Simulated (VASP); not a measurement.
Set up this calculation in VASP 6.6.1, as the native input.

* Task: band structure
* Functional: TB-mBJ
* Potentials or basis: VASP PAW PBE potentials, release 64 (Ca_sv, F)
* Cutoff: 520 eV
* k mesh: 8 × 8 × 8
* Occupations: gaussian, width 0.03 eV
* Spin: no spin polarisation
* Further INCAR settings: ALGO = Normal; EDIFF = 1e-07

CaF2 (Fluorite):

```xyz
3
Lattice="0.0000 2.7123 2.7123 2.7123 0.0000 2.7123 2.7123 2.7123 0.0000" Properties=species:S:1:pos:R:3 pbc="T T T"
Ca    0.0000    0.0000    0.0000
F     1.3562    1.3562    1.3562
F     4.0685    4.0685    4.0685
```

These files were run (other wordings do the same):

POSCAR

```
CaF2                                    
1.0
    0.0000000000      2.7123156406      2.7123156406
    2.7123156406      0.0000000000      2.7123156406
    2.7123156406      2.7123156406      0.0000000000
  Ca              F             
     1     2
Direct
     0.0000000000000000    0.0000000000000000    0.0000000000000000
     0.2500000000000000    0.2500000000000000    0.2500000000000000
     0.7500000000000000    0.7500000000000000    0.7500000000000000
```

INCAR.step1

```
ALGO     = Normal         # electronic algorithm
EDIFF    = 1E-5           # SCF threshold, eV
ENCUT    = 520            # plane-wave cutoff, eV
GGA      = PE             # functional
ISIF     = 2              # what is computed and relaxed
ISMEAR   = 0              # smearing method
KPAR     = 2            
LASPH    = T              # aspherical terms in the spheres
LCHARG   = F              # write CHGCAR
LREAL    = F              # projectors in reciprocal space
LWAVE    = T              # write WAVECAR
NELM     = 80             # most SCF steps
PREC     = Accurate       # precision mode
SIGMA    = 0.03           # smearing width, eV
```

INCAR.step2

```
ALGO     = Normal         # electronic algorithm
EDIFF    = 1E-7           # SCF threshold, eV
ENCUT    = 520            # plane-wave cutoff, eV
ISIF     = 2              # what is computed and relaxed
ISMEAR   = 0              # smearing method
ISTART   = 1            
KPAR     = 2            
LASPH    = T              # aspherical terms in the spheres
LCHARG   = F              # write CHGCAR
LREAL    = F              # projectors in reciprocal space
LWAVE    = F              # write WAVECAR
METAGGA  = MBJ            # meta-GGA
NELM     = 80             # most SCF steps
PREC     = Accurate       # precision mode
SIGMA    = 0.03           # smearing width, eV
```

KPOINTS

```
k-points
0
Gamma
  8 8 8
```

KPOINTS_OPT

```
explicit points
302
Reciprocal
 0.0000000000  0.0000000000  0.0000000000 1
 0.0263157895  0.0000000000  0.0263157895 1
 0.0526315789  0.0000000000  0.0526315789 1
 0.0789473684  0.0000000000  0.0789473684 1
 0.1052631579  0.0000000000  0.1052631579 1
 0.1315789474  0.0000000000  0.1315789474 1
[... 294 lines left out ...]
 0.4892429100  0.0107570900  0.5000000000 1
 0.5107570900 -0.0107570900  0.5000000000 1
```

Potentials or basis: VASP PAW PBE potentials, release 64 (Ca_sv, F).

Command:

```console
$ cat potpaw_PBE.64/Ca_sv/POTCAR potpaw_PBE.64/F/POTCAR > POTCAR
$ cp INCAR.step1 INCAR
$ mpirun -np 2 vasp_std > vasp.out
$ cp INCAR.step2 INCAR
$ mpirun -np 2 vasp_std > vasp.out
```

It gave:

| Item | Value |
| --- | --- |
| Band gap on the k mesh | 10.33 eV, direct |
| Band gap along the path | 10.33 eV, direct |

Wall time 2.7 min on 2 MPI ranks on Intel(R) Xeon(R) Platinum 8488C (Sapphire Rapids), on a shared host, peak memory 0.17 GiB a rank.
